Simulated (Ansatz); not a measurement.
# What a change of settings does to a run on Sr

The cell is a measured one (Crystallography Open Database entry 9008551); the temperature and pressure of the measurement aren't taken into account, and nothing was relaxed. It was measured hot, at 887 K. The listed cell was then made from it by scaling, straining or moving an atom.

First run: DFT, PBE, all-electron LAPW, scalar-relativistic (Ansatz 0.2.0).

Command: `ansatz run input.yaml --threads 1 --pin off --max-ram 2048MiB --backend cpu --events-out ev --progress --plain --runs-dir out` The run took 4.5 s on 1 thread of AMD EPYC 7R43 64-Core Processor (Zen 3) (shared host), peak memory 0.28 GiB.

```yaml
crystal:
  lattice:
    - [-2.4490114626, 2.4490114626, 2.4490114626]
    - [2.4490114626, -2.4490114626, 2.4490114626]
    - [2.4490114626, 2.4490114626, -2.4490114626]
  atoms:
    - { symbol: Sr, position: [0.0, 0.0, 0.0] }
kpoints:
  mp_grid: { grid: [12, 12, 12] }
scf:
  occupations: { method: fermi_dirac, width: 0.05 }
hamiltonian:
  xc: pbe
  pseudopotentials: { kind: all_electron, lapw: { basis_error: 0.00025 } }
output:
  forces: true
  stress: true
  eigenvalues: true
```

Result: converged; pressure -0.85 GPa; no gap on the k mesh; 8 SCF iterations.

The input is then changed:

```diff
@@ -5,5 +5,5 @@
     - [2.4490114626, 2.4490114626, -2.4490114626]
   atoms:
-    - { symbol: Sr, position: [0.0, 0.0, 0.0] }
+    - { symbol: Sr, position: [0.0, 0.0, 0.0], spin: -1.0 }
 kpoints:
   mp_grid: { grid: [12, 12, 12] }
@@ -17,3 +17,5 @@
   stress: true
   eigenvalues: true
+magnetization:
+  spin_polarized: true
```

Question: What does the second run give?

Answer: It converged; pressure -0.85 GPa; moment 0.00 μB; 17 SCF iterations.
